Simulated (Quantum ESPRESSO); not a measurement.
# HfO2 (Fm-3m) in Quantum ESPRESSO: a series of runs, part 3 of 3

Quantum ESPRESSO 7.5.

## (6) Band structure, AM05

Contents of pw.in:

```
&CONTROL
  calculation = 'scf'
  prefix = 'pwscf'
  outdir = './tmp'
  pseudo_dir = './pseudo'
  tprnfor = .true.
  tstress = .true.
  disk_io = 'low'
/
&SYSTEM
  ibrav = 0
  nat = 3
  ntyp = 2
  ecutwfc = 88
  nbnd = 27
  input_dft = 'XC-000I-000I-120L-135L-000I-000I'
  occupations = 'smearing'
  smearing = 'fd'
  degauss = 0.00367493
/
&ELECTRONS
  conv_thr = 6d-10
  electron_maxstep = 120
  mixing_beta = 0.5
/
ATOMIC_SPECIES
Hf   178.4900 Hf_ONCV_PBE-1.2.upf
O     15.9990 O_ONCV_PBE-1.2.upf
CELL_PARAMETERS angstrom
   0.0000000000    2.5575000000    2.5575000000
   2.5575000000    0.0000000000    2.5575000000
   2.5575000000    2.5575000000    0.0000000000
ATOMIC_POSITIONS angstrom
Hf     0.0000000000    0.0000000000    0.0000000000
O      3.8362500000    3.8362500000    3.8362500000
O      1.2787500000    1.2787500000    1.2787500000
K_POINTS automatic
9 9 9 0 0 0
```

Contents of bands.in:

```
&CONTROL
  calculation = 'bands'
  prefix = 'pwscf'
  outdir = './tmp'
  pseudo_dir = './pseudo'
  disk_io = 'low'
  verbosity = 'high'
/
&SYSTEM
  ibrav = 0
  nat = 3
  ntyp = 2
  ecutwfc = 88
  nbnd = 27
  input_dft = 'XC-000I-000I-120L-135L-000I-000I'
  occupations = 'smearing'
  smearing = 'fd'
  degauss = 0.00367493
/
&ELECTRONS
  conv_thr = 1d-08
  electron_maxstep = 120
  mixing_beta = 0.5
  diago_full_acc = .true.
  startingwfc = 'random'
/
ATOMIC_SPECIES
Hf   178.4900 Hf_ONCV_PBE-1.2.upf
O     15.9990 O_ONCV_PBE-1.2.upf
CELL_PARAMETERS angstrom
   0.0000000000    2.5575000000    2.5575000000
   2.5575000000    0.0000000000    2.5575000000
   2.5575000000    2.5575000000    0.0000000000
ATOMIC_POSITIONS angstrom
Hf     0.0000000000    0.0000000000    0.0000000000
O      3.8362500000    3.8362500000    3.8362500000
O      1.2787500000    1.2787500000    1.2787500000
K_POINTS crystal
60
 0.0000000000  0.0000000000  0.0000000000 1
 0.0625000000  0.0000000000  0.0625000000 1
 0.1250000000  0.0000000000  0.1250000000 1
 0.1875000000  0.0000000000  0.1875000000 1
 0.2500000000  0.0000000000  0.2500000000 1
 0.3125000000  0.0000000000  0.3125000000 1
 0.3750000000  0.0000000000  0.3750000000 1
 0.4375000000  0.0000000000  0.4375000000 1
 0.5000000000  0.0000000000  0.5000000000 1
 0.5000000000  0.0625000000  0.5625000000 1
 0.5000000000  0.1250000000  0.6250000000 1
 0.5000000000  0.1875000000  0.6875000000 1
 0.5000000000  0.2500000000  0.7500000000 1
 0.4375000000  0.3125000000  0.7500000000 1
 0.3750000000  0.3750000000  0.7500000000 1
 0.3375000000  0.3375000000  0.6750000000 1
 0.3000000000  0.3000000000  0.6000000000 1
 0.2625000000  0.2625000000  0.5250000000 1
 0.2250000000  0.2250000000  0.4500000000 1
 0.1875000000  0.1875000000  0.3750000000 1
 0.1500000000  0.1500000000  0.3000000000 1
 0.1125000000  0.1125000000  0.2250000000 1
 0.0750000000  0.0750000000  0.1500000000 1
 0.0375000000  0.0375000000  0.0750000000 1
 0.0000000000  0.0000000000  0.0000000000 1
 0.0625000000  0.0625000000  0.0625000000 1
 0.1250000000  0.1250000000  0.1250000000 1
 0.1875000000  0.1875000000  0.1875000000 1
 0.2500000000  0.2500000000  0.2500000000 1
 0.3125000000  0.3125000000  0.3125000000 1
 0.3750000000  0.3750000000  0.3750000000 1
 0.4375000000  0.4375000000  0.4375000000 1
 0.5000000000  0.5000000000  0.5000000000 1
 0.5250000000  0.4500000000  0.5250000000 1
 0.5500000000  0.4000000000  0.5500000000 1
 0.5750000000  0.3500000000  0.5750000000 1
 0.6000000000  0.3000000000  0.6000000000 1
 0.6250000000  0.2500000000  0.6250000000 1
 0.5833333333  0.2500000000  0.6666666667 1
 0.5416666667  0.2500000000  0.7083333333 1
 0.5000000000  0.2500000000  0.7500000000 1
 0.5000000000  0.2857142857  0.7142857143 1
 0.5000000000  0.3214285714  0.6785714286 1
 0.5000000000  0.3571428571  0.6428571429 1
 0.5000000000  0.3928571429  0.6071428571 1
 0.5000000000  0.4285714286  0.5714285714 1
 0.5000000000  0.4642857143  0.5357142857 1
 0.5000000000  0.5000000000  0.5000000000 1
 0.4821428571  0.4821428571  0.5357142857 1
 0.4642857143  0.4642857143  0.5714285714 1
 0.4464285714  0.4464285714  0.6071428571 1
 0.4285714286  0.4285714286  0.6428571429 1
 0.4107142857  0.4107142857  0.6785714286 1
 0.3928571429  0.3928571429  0.7142857143 1
 0.3750000000  0.3750000000  0.7500000000 1
 0.6250000000  0.2500000000  0.6250000000 1
 0.5937500000  0.1875000000  0.5937500000 1
 0.5625000000  0.1250000000  0.5625000000 1
 0.5312500000  0.0625000000  0.5312500000 1
 0.5000000000  0.0000000000  0.5000000000 1
```

Potentials or basis: SG15 PBE 1.2.

Command:

```sh
> OMP_NUM_THREADS=1 pw.x -in pw.in > pw.out
> OMP_NUM_THREADS=1 pw.x -in bands.in > bands.out
```

pw.out:

```text
This program is part of the open-source Quantum ESPRESSO suite
     for quantum simulation of materials; please cite
         "P. Giannozzi et al., J. Phys.:Condens. Matter 21 395502 (2009);
         "P. Giannozzi et al., J. Phys.:Condens. Matter 29 465901 (2017);
         "P. Giannozzi et al., J. Chem. Phys. 152 154105 (2020);
     in publications or presentations arising from this work. More details at

     IMPORTANT: XC functional enforced from input :
     Exchange-correlation= XC-000I-000I-120L-135L-000I-000I
                           (   0   0 120 135   0   0   0)
     Any further DFT definition will be discarded
     Please, verify this is what you really want

     Message from routine setup:
     using ibrav=0 with symmetry is DISCOURAGED, use correct ibrav instead

     G-vector sticks info
     --------------------
     sticks:   dense  smooth     PW     G-vecs:    dense   smooth      PW
     Sum        1135    1135    337                25125    25125    4015

     Using Slab Decomposition

     bravais-lattice index     =            0
     lattice parameter (alat)  =       6.8349  a.u.
     unit-cell volume          =     225.7738 (a.u.)^3
     number of atoms/cell      =            3
     number of atomic types    =            2
     number of electrons       =        38.00
     number of Kohn-Sham states=           27
     kinetic-energy cutoff     =      88.0000  Ry
     charge density cutoff     =     352.0000  Ry
     scf convergence threshold =      6.0E-10
     mixing beta               =       0.5000
     number of iterations used =            8  plain     mixing
     Exchange-correlation= XC-000I-000I-120L-135L-000I-000I
                           (   0   0 120 135   0   0   0)

     celldm(1)=   6.834858  celldm(2)=   0.000000  celldm(3)=   0.000000
     celldm(4)=   0.000000  celldm(5)=   0.000000  celldm(6)=   0.000000

     crystal axes: (cart. coord. in units of alat)
               a(1) = (   0.000000   0.707107   0.707107 )
               a(2) = (   0.707107   0.000000   0.707107 )
               a(3) = (   0.707107   0.707107   0.000000 )

     reciprocal axes: (cart. coord. in units 2 pi/alat)
               b(1) = ( -0.707107  0.707107  0.707107 )
               b(2) = (  0.707107 -0.707107  0.707107 )
               b(3) = (  0.707107  0.707107 -0.707107 )

     PseudoPot. # 1 for Hf read from file:
     Hf_ONCV_PBE-1.2.upf
     Pseudo is Norm-conserving, Zval = 26.0
     Generated using ONCVPSP code by D. R. Hamann
     Using radial grid of  602 points,  8 beta functions with:
                l(1) =   0
                l(2) =   0
                l(3) =   1
                l(4) =   1
                l(5) =   2
                l(6) =   2
                l(7) =   3
                l(8) =   3

     PseudoPot. # 2 for O  read from file:
     O_ONCV_PBE-1.2.upf
     Pseudo is Norm-conserving, Zval =  6.0
     Generated using ONCVPSP code by D. R. Hamann
     Using radial grid of  602 points,  4 beta functions with:
                l(1) =   0
                l(2) =   0
                l(3) =   1
                l(4) =   1

     atomic species   valence    mass     pseudopotential
     Hf               26.00   178.49000     Hf( 1.00)
     O                 6.00    15.99900     O ( 1.00)

     48 Sym. Ops., with inversion, found

   Cartesian axes

     site n.     atom                  positions (alat units)
         1        Hf     tau(   1) = (   0.0000000   0.0000000   0.0000000  )
         2        O      tau(   2) = (   1.0606602   1.0606602   1.0606602  )
         3        O      tau(   3) = (   0.3535534   0.3535534   0.3535534  )

     number of k points=    35  Fermi-Dirac smearing, width (Ry)=  0.0037
                       cart. coord. in units 2pi/alat
        k(    1) = (   0.0000000   0.0000000   0.0000000), wk =   0.0027435
        k(    2) = (   0.0785674   0.0785674  -0.0785674), wk =   0.0219479
        k(    3) = (   0.1571348   0.1571348  -0.1571348), wk =   0.0219479
        k(    4) = (   0.2357023   0.2357023  -0.2357023), wk =   0.0219479
        k(    5) = (   0.3142697   0.3142697  -0.3142697), wk =   0.0219479
        k(    6) = (   0.1571348   0.0000000  -0.0000000), wk =   0.0164609
[... 27 lines left out ...]
        k(   34) = (  -0.0000000  -0.4714045   0.6285394), wk =   0.0658436
        k(   35) = (  -0.0785674  -0.3928371   0.7071068), wk =   0.0658436

     Dense  grid:    25125 G-vectors     FFT dimensions: (  45,  45,  45)

     WARNING: libxc functional with ID  120 depends
      on external parameters: check the user_guide of
      QE if you need to modify them or to check their
      default values.

     WARNING: libxc functional with ID  135 depends
      on external parameters: check the user_guide of
      QE if you need to modify them or to check their
      default values.

     Initial potential from superposition of free atoms

     starting charge      37.8766, renormalised to      38.0000
     Starting wfcs are random

     Self-consistent Calculation

     iteration #  1     ecut=    88.00 Ry     beta= 0.50
     Davidson diagonalization with overlap
     ethr =  1.00E-02,  avg # of iterations = 11.0

     total energy              =    -510.58258933 Ry
     estimated scf accuracy    <       0.93165610 Ry
[... 64 lines left out ...]
     iteration # 11     ecut=    88.00 Ry     beta= 0.50
     Davidson diagonalization with overlap
     ethr =  2.46E-12,  avg # of iterations =  2.0

     End of self-consistent calculation

          k = 0.0000 0.0000 0.0000 (  3143 PWs)   bands (ev):

   -42.8078 -11.3236 -11.3236 -11.3236  -0.3630   2.4251   7.4637   7.4637
     7.4637   7.5849   7.5849   7.5849   7.8539  12.9779  12.9779  12.9779
    17.6637  17.6637  17.6637  21.9948  21.9948  23.7276  28.4355  28.4355
    28.4355  32.0420  32.0420
[... 234 lines left out ...]
   -42.7917 -11.6251 -11.5637 -11.4332   1.4930   1.4987   7.4914   7.5119
     7.5193   7.5460   7.5554   7.5585   7.6265  12.9521  13.3963  15.4424
    15.8578  16.9282  17.9283  22.8488  23.2404  25.1163  25.2939  26.4233
    30.5395  31.6560  33.9533

     the Fermi energy is    19.5574 ev

!    total energy              =    -510.91386443 Ry
     estimated scf accuracy    <          4.4E-11 Ry
     smearing contrib. (-TS)   =      -0.00000000 Ry
     internal energy E=F+TS    =    -510.91386443 Ry

     The total energy is F=E-TS. E is the sum of the following terms:
     one-electron contribution =    -167.13125093 Ry
     hartree contribution      =     122.56190314 Ry
     xc contribution           =     -51.65728917 Ry
     ewald contribution        =    -414.68722746 Ry

     convergence has been achieved in  11 iterations

     Forces acting on atoms (cartesian axes, Ry/au):

     atom    1 type  1   force =     0.00000000   -0.00000000    0.00000000
     atom    2 type  2   force =    -0.00000000   -0.00000000    0.00000000
     atom    3 type  2   force =     0.00000000    0.00000000   -0.00000000

     Total force =     0.000000     Total SCF correction =     0.000000

     Computing stress (Cartesian axis) and pressure

          total   stress  (Ry/bohr**3)                   (kbar)     P=      -98.90
  -0.00067228   0.00000000   0.00000000          -98.90        0.00        0.00
   0.00000000  -0.00067228  -0.00000000            0.00      -98.90       -0.00
  -0.00000000  -0.00000000  -0.00067228           -0.00       -0.00      -98.90

=------------------------------------------------------------------------------=
   JOB DONE.
=------------------------------------------------------------------------------=
```

bands.out:

```text
This program is part of the open-source Quantum ESPRESSO suite
     for quantum simulation of materials; please cite
         "P. Giannozzi et al., J. Phys.:Condens. Matter 21 395502 (2009);
         "P. Giannozzi et al., J. Phys.:Condens. Matter 29 465901 (2017);
         "P. Giannozzi et al., J. Chem. Phys. 152 154105 (2020);
     in publications or presentations arising from this work. More details at
[... 1254 lines left out ...]
     7.5448   7.5532   7.5532   7.5574   7.6245  11.8285  14.8176  14.8176
    16.7188  16.7188  18.2785  21.8905  23.5833  24.6635  26.2313  26.2313
    30.9729  31.5874  32.8321

=------------------------------------------------------------------------------=
   JOB DONE.
=------------------------------------------------------------------------------=
```

Wall time 2.8 min (1 thread of Arm Neoverse V1, shared host); peak memory 0.11 GiB.

What came out:

* Free energy: -6951.3373 eV
* Pressure: -9.9 GPa
* Band gap on the k mesh: 3.72 eV, indirect (least direct gap 3.84 eV)
* Band gap along the path: 3.61 eV, direct

Levels at the corners of the path, in eV from the valence-band top:
```csv
point,band 16,band 17,band 18,band 19,band 20,band 21,band 22,band 23
Γ,-5.30,-0.61,-0.61,-0.61,3.72,3.72,5.45,10.16
X,-3.46,-1.56,-1.56,0.00,3.61,5.30,6.38,7.95
W,-2.57,-2.57,-1.42,-0.20,4.65,4.96,6.84,6.84
K,-3.35,-2.25,-1.35,-0.34,4.15,5.23,6.67,7.32
Γ,-5.30,-0.61,-0.61,-0.61,3.72,3.72,5.45,10.16
L,-3.12,-2.70,-1.84,-1.84,4.44,4.44,6.75,8.84
U,-3.35,-2.25,-1.35,-0.34,4.15,5.23,6.67,7.32
W,-2.57,-2.57,-1.42,-0.20,4.65,4.96,6.84,6.84
L,-3.12,-2.70,-1.84,-1.84,4.44,4.44,6.75,8.84
K,-3.35,-2.25,-1.35,-0.34,4.15,5.23,6.67,7.32
U,-3.35,-2.25,-1.35,-0.34,4.15,5.23,6.67,7.32
X,-3.46,-1.56,-1.56,0.00,3.61,5.30,6.38,7.95
```

Caveat: the potentials were made for another functional, which shifts forces and pressure; spin-orbit coupling is left out, which moves the levels of the heavy elements; the mesh misses the band edges, which the band path finds closer together.

## (7) Summary

| level | form of the LDA correlation | gap on the mesh (eV) | pressure (GPa) |
| --- | --- | --- | --- |
| LDA | PZ81 | 3.52 | -18.8 |
| PBEsol | - | 3.69 | -10.4 |
| PBE | - | 3.79 | -3.1 |
| RPBE | - | 3.94 | 3.6 |
| AM05 | - | 3.72 | -9.9 |

Alike in all rows: task band structure; potentials or basis SG15 PBE 1.2; no spin polarisation; cell as given; k mesh 9 × 9 × 9; cutoff (eV) 1197; smearing fermi-dirac 0.05 eV.

On the cell as given the gap runs from 3.41 eV (LDA) to 3.83 eV (RPBE). The pressure there spans -18.8 GPa (LDA) to 3.6 GPa (RPBE); a positive pressure means that this level wants a larger cell, a negative one a smaller.

Caveats: spin-orbit coupling is left out, which moves the levels of the heavy elements; the mesh misses the band edges, which the band path finds closer together; the potentials were made for another functional, which shifts forces and pressure (some runs).

Total energies depend on the potentials used, so only differences within one code and one set of settings carry meaning.
